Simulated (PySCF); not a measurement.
N,N-Dimethylacetamide: calculation and literature

Cartesian coordinates in Å; atom numbers follow the order of the lines, from 1:
```xyz
15

C     1.931   -0.237   -0.740
C     0.726    0.674   -0.697
O     0.786    1.804   -1.146
N    -0.415    0.180   -0.135
C    -1.599    1.001   -0.103
C    -0.576   -1.160    0.359
H     2.739    0.321   -1.206
H     1.735   -1.137   -1.327
H     2.242   -0.548    0.260
H    -2.402    0.546   -0.693
H    -1.355    1.976   -0.517
H    -1.955    1.119    0.926
H    -0.995   -1.141    1.371
H    -1.262   -1.736   -0.274
H     0.374   -1.685    0.399
```

What is known from experiment: δ 17O O3 345.4 ppm (measured; liquid, neat, 295 K; 17O NMR survey of organic solvents and oxofluorinated compounds, PMC5915748).
δ 13C C2 170.6; C1 21.5; δ 1H H7/H8/H9 1.97 ppm (measured; solution, acetone-d6, 298 K; Fulmer et al., Organometallics 2010, 29, 2176).

- coordinates at the PBE0-D3(BJ)/def2-TZVP level
- GIAO B97-2/pcSseg-2 shieldings
- code: PySCF
- gas phase, non-relativistic Hamiltonian, a single conformation, averaged over atoms made equivalent by symmetry, fast rotation or ring inversion

Task: How close does the calculation come?

Result: 
Reference values: measured (liquid, neat, 295 K; 17O NMR survey of organic solvents and oxofluorinated compounds, PMC5915748).
```json
{"atoms": "O3", "quantity": "δ 17O vs D2O (external)", "reference": "345.4", "computed": "–", "computed, scaled": "353.7"}
```

Reference values: measured (solution, acetone-d6, 298 K; Fulmer et al., Organometallics 2010, 29, 2176).
```csv
atoms,quantity,reference,computed,"computed, scaled"
C2,δ 13C,170.6,172.7,164.6
C1,δ 13C,21.5,23.6,20.7
H7/H8/H9,δ 1H,1.97,2.00,2.02
```

Computed shifts are σ(ref) − σ with the named reference compound (TMS for H and C) calculated as an isolated molecule at the same level. The measured values may be among those fitted. Scaled to experiment by linear calibration (H and C: mostly CDCl3 data, vs TMS): 1H: δ = 29.81 − 0.938σ (rms 0.14 ppm, 293 shifts, 0.16 ppm with the 4 outliers that the fit left out); 13C: δ = 176.83 − 0.965σ (rms 2.0 ppm, 507 shifts, 2.1 ppm with the 1 outlier that the fit left out); 17O: δ = 275.01 − 0.945σ (rms 12.8 ppm, 79 shifts vs liquid water, solution or neat liquid). Occasional misses reach two or three times the rms, and more in compound classes unlike the fitted ones.

Task: How far are the unscaled 13C shifts from the references?

Result: Mean signed difference +2.10 ppm, mean absolute 2.10 ppm over 2 comparisons; the largest is +2.1 ppm at C1 (methyl carbon α to a carbonyl).

4 of the 39 published NMR values on file for this molecule are compared. The rest: values from further sources, protons in aromatic solvents, values whose atom or origin is in doubt.
